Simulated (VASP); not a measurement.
# Ca (Pm-3m) in VASP: a series of runs, part 2 of 2

VASP 6.6.1. Earlier steps stand in the parts before.

### 5 Relaxation of cell and atoms, PBE (random cell by space group and Wyckoff sites (Pm-3m, No. 221))

The input, INCAR:

```
ALGO     = Normal         # electronic algorithm
EDIFF    = 1E-7           # SCF threshold, eV
EDIFFG   = -0.04          # ionic threshold
ENCUT    = 600            # plane-wave cutoff, eV
GGA      = PE             # functional
IBRION   = 2              # ionic algorithm
ISIF     = 3              # what is computed and relaxed
ISMEAR   = 0              # smearing method
LASPH    = T              # aspherical terms in the spheres
LCHARG   = F              # write CHGCAR
LREAL    = F              # projectors in reciprocal space
LWAVE    = F              # write WAVECAR
NELM     = 80             # most SCF steps
NSW      = 90             # ionic steps
PREC     = Accurate       # precision mode
SIGMA    = 0.1            # smearing width, eV
```

The input, KPOINTS:

```
k-points
0
Gamma
  4 4 4
```

The input, POSCAR:

```
Ca
1.0
    5.0042466100      0.0000000000      0.0000000000
    0.0000000000      5.0042466100      0.0000000000
    0.0000000000      0.0000000000      5.0042466100
Ca
3
Direct
    0.5000000000      0.0000000000      0.0000000000
    0.0000000000      0.5000000000      0.0000000000
    0.0000000000      0.0000000000      0.5000000000
```

Potentials or basis: VASP PAW PBE potentials, release 64 (Ca_sv).

The run is started by

```bash
$ cat potpaw_PBE.64/Ca_sv/POTCAR > POTCAR
$ mpirun -np 1 vasp_std > vasp.out
```

OUTCAR:

```text
EDIFF = 1E-7
   EDIFFG = -0.04
   ENCUT = 600
   GGA = PE
   IBRION = 2
   ISIF = 3
   ISMEAR = 0
   LASPH = T
   LREAL = F
   NELM = 80
   NSW = 90
   PREC = Accurate

 ion  position               nearest neighbor table
   1  0.500  0.000  0.000-
   2  0.000  0.500  0.000-
   3  0.000  0.000  0.500-

  LATTYP: Found a simple cubic cell.
 ALAT       =     5.0042466100

  Lattice vectors:

 A1 = (   5.0042466100,   0.0000000000,   0.0000000000)
 A2 = (   0.0000000000,   5.0042466100,   0.0000000000)
 A3 = (   0.0000000000,   0.0000000000,   5.0042466100)

Analysis of symmetry for initial positions (statically):
=====================================================================
 Subroutine PRICEL returns:
 Original cell was already a primitive cell.

 Routine SETGRP: Setting up the symmetry group for a
 simple cubic supercell.

 Subroutine GETGRP returns: Found 48 space group operations
 (whereof 48 operations were pure point group operations)
 out of a pool of 48 trial point group operations.

The static configuration has the point symmetry O_h .

Analysis of symmetry for dynamics (positions and initial velocities):
=====================================================================
 Subroutine PRICEL returns:
 Original cell was already a primitive cell.

 Routine SETGRP: Setting up the symmetry group for a
 simple cubic supercell.

 Subroutine GETGRP returns: Found 48 space group operations
 (whereof 48 operations were pure point group operations)
 out of a pool of 48 trial point group operations.

The dynamic configuration has the point symmetry O_h .

 Subroutine INISYM returns: Found 48 space group operations
 (whereof 48 operations are pure point group operations),
 and found     1 'primitive' translations

----------------------------------------------------------------------------------------

                                     Primitive cell

[... 87 lines left out ...]
   PSTRESS=    0.0 pullay stress
   NELECT =      30.0000    total number of electrons
   NUPDOWN=      -1.0000    fix difference up-down
   EMIN   =  10.00;   EMAX   =-10.00  energy-range for DOS
   EFERMI =   0.00;   METHOD = LEGACY
   ISMEAR =     0;   SIGMA  =   0.10  broadening in eV -4-tet -1-fermi 0-gaus
   EFERMI_NEDOS =   21; number of points for ismear=-14 and -15
   IALGO  =     38    algorithm
   IMIX   =      4    mixing-type and parameters
     AMIX     =   0.40;   BMIX     =  1.00
     AMIX_MAG =   1.60;   BMIX_MAG =  1.00
  volume/ion in A,a.u.               =      41.77       281.90
  Fermi-wavevector in a.u.,A,eV,Ry     =   1.016506  1.920918 14.058684  1.033284
  Thomas-Fermi vector in A             =   2.149853
   LORBIT       =      0    0 simple, 1 ext, 2 COOP (PROOUT), +10 PAW based schemes
   GGA     = PE    functional components
   LHFCALC =     F    Hartree Fock is set to
   AEXX    =    0.0000 exact exchange contribution
   IVDW    =     0    specifies the selected vdW correction
   LEPSILON=     F    determine dielectric tensor
   LRPA    =     F    only Hartree local field effects (RPA)
 conjugate gradient relaxation of ions
 non-spin polarized calculation
 Gauss-broadening in eV      SIGMA  =   0.10
  energy-cutoff  :      600.00
  volume of cell :      125.32
 maximum number of plane-waves:      4224
 NGX is ok and might be reduce to    40
   NGX = 19   NGY = 19   NGZ = 19

--------------------------------------- Ionic step        1  -------------------------------------------

 number of electron      29.9999993 magnetization

 Free energy of the ion-electron system (eV)
  ---------------------------------------------------
  ext. energy  EPLUGINS =         0.00000000
  ---------------------------------------------------
  free energy    TOTEN  =        -4.40547949 eV

  energy without entropy =       -4.39024309  energy(sigma->0) =       -4.39786129

------------------------ aborting loop because EDIFF is reached ----------------------------------------

  FORCE on cell =-STRESS in cart. coord.  units (eV):
  Direction    XX          YY          ZZ          XY          YZ          ZX
  --------------------------------------------------------------------------------------
  -------------------------------------------------------------------------------------
  Total        2.4758603      2.4758603      2.4758603      0.0000000      0.0000000      0.0000000
  in kB       31.6534174     31.6534174     31.6534174      0.0000000      0.0000000      0.0000000
  external PRESSURE =      31.6534174 kB  Pullay stress =       0.0000000 kB
[... 98 lines left out ...]
--------------------------------------- Ionic step        4  -------------------------------------------

 number of electron      29.9999988 magnetization

 Free energy of the ion-electron system (eV)
  ---------------------------------------------------
  ext. energy  EPLUGINS =         0.00000000
  ---------------------------------------------------
  free energy    TOTEN  =        -4.64331655 eV

  energy without entropy =       -4.62709986  energy(sigma->0) =       -4.63520820

 E-fermi :   1.1744     XC(G=0):  -7.0815

 val. band max:        1.1733044243   @ k =   0.2500   0.0000   0.0000
 cond. band min:       1.2742102089   @ k =   0.5000   0.2500   0.2500
 fundamental gap:      0.1009057846
 Fermi energy:         1.1743930720

 k-point     1 :       0.0000    0.0000    0.0000
  band No.  band energies     occupation
      1     -41.2167      2.00000
      2     -41.1963      2.00000
      3     -41.1963      2.00000
      4     -22.2512      2.00000
      5     -22.2512      2.00000
      6     -22.2512      2.00000
[... 239 lines left out ...]
  FREE ENERGIE OF THE ION-ELECTRON SYSTEM (eV)
  ---------------------------------------------------
  free  energy   TOTEN  =        -4.6433165477 eV

  energy  without entropy=       -4.6270998608  energy(sigma->0) =       -4.63520820

 reached required accuracy - stopping structural energy minimisation
```

CONTCAR:

```text
Ca
   1.00000000000000
     5.3517766351490152   -0.0000000000000000    0.0000000000000000
     0.0000000000000000    5.3517766351490152    0.0000000000000000
    -0.0000000000000000    0.0000000000000000    5.3517766351490152
  Ca
     3
Direct
     0.5000000000000000    0.0000000000000000    0.0000000000000000
     0.0000000000000000    0.5000000000000000    0.0000000000000000
     0.0000000000000000    0.0000000000000000    0.5000000000000000

  0.00000000E+00  0.00000000E+00  0.00000000E+00
  0.00000000E+00  0.00000000E+00  0.00000000E+00
  0.00000000E+00  0.00000000E+00  0.00000000E+00
```

It took 1.9 min on 1 thread of Intel Xeon Platinum 8488C (Sapphire Rapids), shared host; peak memory 0.24 GiB.

What came out:

```yaml
Free_energy: -4.6433 eV
Relaxed_volume: 51.09 Å³/atom
Relaxed_cell: a = 5.352 Å, b = 5.352 Å, c = 5.352 Å, α = 90.00°, β = 90.00°, γ = 90.00°
Space_group_after_relaxing_to_0.05_Å: Pm-3m (No. 221)
Energy_gained_by_relaxing: 79.3 meV/atom
Ionic_steps: 4
Pressure_after_relaxing: 0.0 GPa
Band_gap_on_the_k_mesh: none (metal or under the smearing width)
```

The path:
```
step  energy change (eV)  largest force (eV/Å)  pressure (GPa)  volume (Å³)
   1              0.0000                0.0000            3.17       125.32
   2             -0.1997                0.0000            1.08       140.89
   3             -0.2356                0.0000           -0.22       156.20
   4             -0.2378                0.0000           -0.02       153.28
```

Final structure:
```cif
data_structure
_symmetry_space_group_name_H-M 'P 1'
_symmetry_Int_Tables_number 1
_cell_length_a 5.3518
_cell_length_b 5.3518
_cell_length_c 5.3518
_cell_angle_alpha 90.000
_cell_angle_beta 90.000
_cell_angle_gamma 90.000
_cell_volume 153.28
loop_
_atom_site_label
_atom_site_type_symbol
_atom_site_fract_x
_atom_site_fract_y
_atom_site_fract_z
_atom_site_occupancy
Ca1 Ca 0.50000 0.00000 0.00000 1
Ca2 Ca 0.00000 0.50000 0.00000 1
Ca3 Ca 0.00000 0.00000 0.50000 1
```

Caveat: the volume moved by over 15 % at a fixed basis, so the end points are rough.

### 6 The runs side by side

```tsv
task	cell	k mesh	cutoff (eV)	gap on the mesh (eV)	pressure (GPa)	relaxed volume (Å³/atom)
single point	random cell by space group and Wyckoff sites (Pm-3m, No. 221)	10 × 10 × 10	520	none	0.0	-
relaxation of cell and atoms	relaxed from: random cell by space group and Wyckoff sites (Pm-3m, No. 221)	10 × 10 × 10	600	none	0.0	50.77
single point	random cell by space group and Wyckoff sites (Pm-3m, No. 221)	4 × 4 × 4	520	none	0.2	-
relaxation of cell and atoms	relaxed from: random cell by space group and Wyckoff sites (Pm-3m, No. 221)	4 × 4 × 4	600	none	0.0	51.09
```

Alike in all rows: level PBE; potentials or basis VASP PAW PBE potentials, release 64 (Ca_sv); no spin polarisation; smearing gaussian 0.1 eV.

Caveats: the volume moved by over 15 % at a fixed basis, so the end points are rough (some runs).

Total energies depend on the potentials used, so only differences within one code and one set of settings carry meaning.
